**Question**

I have one fixed cell of fcc aluminium and its pressure from a dozen runs with different methods and programs. I expected the pressures to settle down as I climbed from LDA through the GGAs to the meta-GGA, but they jump about. The two hybrid results are still hidden from me. Can I work out from the other rows roughly what they should be?

Pressure of one fixed fcc aluminium cell (Fm-3m, 16.60 Å³/atom, static lattice) from classical force fields and Kohn-Sham DFT, positive in compression. Ansatz pressures are given without the Pulay correction of the stress. The basis column gives the plane-wave cutoff or, for LAPW, the target basis error.

| method | rung | program | potentials | basis | k mesh | smearing | pressure (GPa) |
| --- | --- | --- | --- | --- | --- | --- | --- |
| Finnis-Sinclair EAM | force field | ASE EAM | AlFe_mm.eam.fs | default | none 1-atom cell | none | -0.920 |
| Tersoff-Brenner | force field | matscipy-through-ASE | Kioseoglou_PSSb_245_1118_AlN | default | none 4-atom cell | none | 3.750 |
| LDA | LDA | ABINIT | PseudoDojo NC SR LDA v0.4.1 standard | 435 eV | 8x8x8 1-atom cell | Fermi-Dirac 0.05eV | -4.130 |
| PBE | GGA | Ansatz | Ansatz PAW | 420 eV | 11x11x11 1-atom cell | gaussian 0.018eV | -0.570 |
| PBE | GGA | VASP | VASP PAW PBE potentials, recommended | 520 eV | 11x11x11 1-atom cell | gaussian 0.02eV | -0.530 |
| PBEsol | GGA | ABINIT | JTH PAW PBE v2.0 | 544 eV | 4x4x4 1-atom cell | Fermi-Dirac 0.05eV | -0.950 |
| PBEsol-D3(BJ) | GGA | Ansatz LAPW | all electron LAPW, scalar relativistic | 0.001 eV/atom basis error | 11x11x11 1-atom cell | gaussian 0.01eV | -5.110 |
| PBEsol-PBE | GGA | Ansatz LAPW | all electron LAPW, scalar relativistic | 0.0005 eV/atom basis error | 11x11x11 1-atom cell | gaussian 0.1eV | -2.480 |
| RPBE | GGA | VASP | VASP PAW PBE potentials, materialsproject | 520 eV | 11x11x11 1-atom cell | gaussian 0.05eV | 0.800 |
| r2SCAN | meta-GGA | VASP | VASP PAW PBE potentials, recommended | 520 eV | 11x11x11 1-atom cell | Fermi-Dirac 0.05eV | -3.640 |
| HSE03-D3(BJ) | hybrid | VASP | VASP PAW PBE potentials, minimal | 500 eV | 6x6x6 1-atom cell | methfessel paxton 0.2eV | ? |
| PBEsol0 | hybrid | Ansatz | Ansatz PAW | 420 eV | 6x6x6 1-atom cell | Fermi-Dirac 0.05eV | ? |

**Answer**

Read each pressure as a statement about size. The cell is the same in every row, so a negative pressure means that the method would like a smaller cell, and a positive one that it would like a larger cell. Zero is not the target, because this is aluminium's room-temperature volume and the calculation leaves out thermal expansion and zero-point motion. A perfect static calculation would come out slightly negative.

I leave the two force fields aside: they contain no electrons and reflect what they were fitted to, and the Tersoff file is named for AlN. Among the other rows, the rung does not order the pressures. LDA gives -4.13 GPa, PBE about -0.55 GPa, and r2SCAN, one rung higher but run with potentials made for PBE, falls back to -3.64 GPa. A change of program need not matter much: the two PBE runs come from different programs and differ by only 0.04 GPa. What matters more is how each functional is built.

For LDA and the GGAs the main ingredient is the exchange energy's response to an uneven electron density. When a crystal expands, the density between the atoms thins out and becomes more uneven relative to its own size. A functional that lowers the energy more for unevenness therefore favours a larger cell. LDA has no such term, PBEsol exchange has a weak one, PBE a stronger one, and RPBE a stronger one still where the density varies steeply. The pressures of LDA, PBEsol-PBE, PBE and RPBE rise in just that order. I read PBEsol-PBE as PBEsol exchange with PBE correlation. On that reading the functionals in the last two steps differ only in their exchange formula, while the step from LDA changes correlation as well. Programs, potentials and smearing also change along the way, so the sizes of the steps are less certain than their order.

The hybrids add something that none of the other rows has: part of the exchange is computed exactly from the orbitals. In PBEsol0 this is a quarter of the whole exchange, in HSE03 a quarter of its short-range part only. My rough recollection is that this shortens aluminium's preferred lattice constant, relative to PBE, by 0.02 Å for HSE03 and 0.03 Å for PBE0, the PBE-based sibling of PBEsol0. To turn a length into a pressure, note that a small relative change in length changes the volume three times as much, and that the bulk modulus $B$ converts relative volume into pressure:

$$\Delta P \approx 3B\,\frac{\Delta a}{a}$$

Here $a$ is the lattice constant of the given cell, 4.05 Å, and $\Delta a$ is the change in the preferred one. With $B$ roughly 80 GPa, a contraction of 0.02 Å gives $3\times80\times(-0.02)/4.05=-1.19$ GPa.

HSE03-D3(BJ) also carries D3, a correction that adds an attraction between every pair of atoms. In a real metal the mobile electrons screen much of that attraction, which the pairwise formula largely ignores, so theory expects D3 to pull the cell too tight. Its size can be estimated from PBEsol-D3(BJ) and PBEsol-PBE, which share a program and a mesh. They differ by -2.63 GPa, a figure that also contains a change of correlation and of smearing.

At fixed volume the contributions to the energy add, and so do their pressures, if the orbitals are taken as unchanged. For HSE03-D3(BJ) I start from PBE and add the D3 and exchange steps: $-0.55-2.63-1.19=-4.37$ GPa.

For PBEsol0 I start from PBEsol-PBE at -2.48 GPa and neglect the change from PBE to PBEsol correlation. The plain PBEsol row is a poor base, since it combines a coarse 4x4x4 mesh with potentials made for PBE. The PBE0 contraction of 0.03 Å is worth -1.78 GPa, but PBEsol exchange already lies 1.93 GPa below PBE exchange. A quarter of that lead disappears when a quarter of the exchange is replaced, which leaves a step of $-1.78+1.93/4=-1.30$ GPa.

My forecasts are therefore:

- HSE03-D3(BJ): -4.4 ± 2 GPa
- PBEsol0: -3.8 ± 2 GPa

Both should be negative and lie below PBE. I don't forecast which of the two is lower, because they are closer together than their error bars. Those bars are a judgement that allows for the 6x6x6 meshes, the recalled contractions and D3 parameters borrowed from another functional.

The withheld rows as computed:

| method | rung | program | potentials | basis | k mesh | smearing | pressure (GPa) |
| --- | --- | --- | --- | --- | --- | --- | --- |
| HSE03-D3(BJ) | hybrid | VASP | VASP PAW PBE potentials, minimal | 500 eV | 6x6x6 1-atom cell | methfessel paxton 0.2eV | -10.190 |
| PBEsol0 | hybrid | Ansatz | Ansatz PAW | 420 eV | 6x6x6 1-atom cell | Fermi-Dirac 0.05eV | -2.150 |

Both pressures are indeed negative and below PBE, but the numerical forecasts fared very differently. HSE03-D3(BJ) comes out at -10.19 GPa, which is 5.8 GPa below my value and nearly three times the error bar away. PBEsol0, at -2.15 GPa, is inside its range, 1.6 GPa above the forecast.

The HSE03-D3(BJ) result should not be taken as a property of aluminium. By the same conversion, which is only rough for so large a change, -10.19 GPa means a preferred lattice constant some 4 % shorter than that of the given cell. Even LDA, which is known to bind too strongly, asks for less than 2 %. So large a contraction points to the D3 term or to the numerical settings rather than to a quarter of exact exchange.

Which of these is to blame remains a guess. D3 is damped at short distances with parameters chosen for each functional, and a dense metal has many neighbours in the range where damping matters, so my borrowed D3 step may be far too small. The run also has a coarse 6x6x6 mesh, and in a metal the pressure depends on how the partly filled bands are sampled. Its wide smearing of 0.2 eV softens that error but need not remove it. PBEsol0 has the same mesh and shows no such drop, but its program, smearing and functional differ, so it can't clear the mesh. Repeating the HSE03 run without D3, and then with a denser mesh, would separate the two.

The PBEsol0 hit is weaker support than it looks. Had I ignored exact exchange and kept the PBEsol-PBE pressure, I would have missed by only 0.33 GPa. The contraction I added made the forecast worse, so this row gives no evidence for it. It doesn't disprove it either: unscreened exact exchange converges slowly with the mesh in a metal, and an error of a GPa or so from that source could hide the step.

For practical use, compare functionals only once each pressure has stopped changing with the mesh and the smearing, use potentials suited to each functional, and judge a dispersion correction separately from the functional that carries it. For another simple metal, the exchange argument lets you guess the order of LDA, PBEsol, PBE and RPBE before you calculate. A hybrid with D3 needs its parts tested one by one, as the larger miss here shows.
